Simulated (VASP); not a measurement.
Write the native input for VASP 6.6.1 that does the following.

| Quantity | Value |
| --- | --- |
| Task | relaxation of cell and atoms |
| Functional | PBE |
| Dispersion | D3(BJ) |
| Potentials or basis | VASP PAW PBE potentials, release 64 (Ca_sv, O) |
| Cutoff | 600 eV |
| k mesh | 10 × 10 × 10 |
| Occupations | gaussian, width 0.03 eV |
| Spin | no spin polarisation |
| Further INCAR settings | ALGO = Normal; EDIFF = 1e-06; IBRION = 2; EDIFFG = -0.01; NSW = 90; ISIF = 3 |

The structure of CaO (Lime) lies in POSCAR:

```
CaO
1.0
    0.0000000000      2.4065000000      2.4065000000
    2.4065000000      0.0000000000      2.4065000000
    2.4065000000      2.4065000000      0.0000000000
Ca O
1 1
Direct
    0.0000000000      0.0000000000      0.0000000000
    0.5000000000      0.5000000000      0.5000000000
```

The input as run:

INCAR

```
ALGO = Normal
EDIFF = 1E-6
EDIFFG = -0.01
ENCUT = 600
GGA = PE
IBRION = 2
ISIF = 3
ISMEAR = 0
IVDW = 12
LASPH = T
LCHARG = F
LREAL = F
LWAVE = F
NELM = 80
NSW = 90
PREC = Accurate
SIGMA = 0.03
```

KPOINTS

```
k-points
0
Gamma
  10 10 10
```

Potentials or basis: VASP PAW PBE potentials, release 64 (Ca_sv, O).

The run is started by

```console
$ cat potpaw_PBE.64/Ca_sv/POTCAR potpaw_PBE.64/O/POTCAR > POTCAR
$ mpirun -np 1 vasp_std > vasp.out
```

Results of the run:

```yaml
Relaxed_volume: 13.74 Å³/atom
Relaxed_cell: a = 3.387 Å, b = 3.387 Å, c = 3.387 Å, α = 60.00°, β = 60.00°, γ = 60.00°
Space_group_after_relaxing_to_0.05_Å: Fm-3m (No. 225)
Energy_gained_by_relaxing: 0.9 meV/atom
Ionic_steps: 3
Pressure_after_relaxing: 0.0 GPa
Band_gap_on_the_k_mesh: 3.63 eV, indirect (least direct gap 4.01 eV)
Dispersion_energy_per_atom: -0.275 eV
```

Run time: 25 s on 1 thread of AMD EPYC 9R45 96-Core Processor (Zen 5), with other jobs on the host, peak memory 0.16 GiB.
